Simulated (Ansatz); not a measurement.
**In under changes of volume**

One of the cells (26.144 Å³/atom); the others are scaled copies at fixed shape and fractional positions:

```xyz
1
Lattice="-1.6255 1.6255 2.4737 1.6255 -1.6255 2.4737 1.6255 1.6255 -2.4737" Properties=species:S:1:pos:R:3 pbc="T T T"
In    0.0000    0.0000    0.0000
```

```yaml
Program: Ansatz 0.2.0
Functional: LDA
Potentials_or_basis: Ansatz PAW
Cutoff: "420 eV (not typed: the program's choice for these potentials)"
k_mesh: 11 × 11 × 11
Occupations: fermi-dirac, width 0.05 eV
Spin: no spin polarisation
```

```tsv
volume (Å³/atom)	energy over the lowest point (meV/atom)	pressure (GPa)
24.575	0.00	0.1
25.098	1.49	-0.9
25.621	5.98	-1.8
26.144	13.10	-2.5
26.666	22.53	-3.2
27.189	?	?
27.712	47.21	-4.3
```

What does the run at 27.189 Å³/atom give?

Energy over the lowest point 33.98 meV/atom; pressure -3.8 GPa.

Worked out: A Birch-Murnaghan fit of order 3 (a polynomial in V^(-2/3)) to the other rows has its minimum at 24.60 Å³/atom with B0 = V·E''(V) = 49 GPa and B' = 5.2 at fixed shape and positions, which overstates the stiffness. It gives 33.98 meV/atom at 27.189 Å³/atom, against the run's 33.98, and -dE/dV = -3.8 GPa, against -3.8.

Energies are extrapolated to zero smearing.

Caveats: the PAW data sets come from PBE, with cores solved anew for the run's functional, which leaves a small shift of forces and pressure.
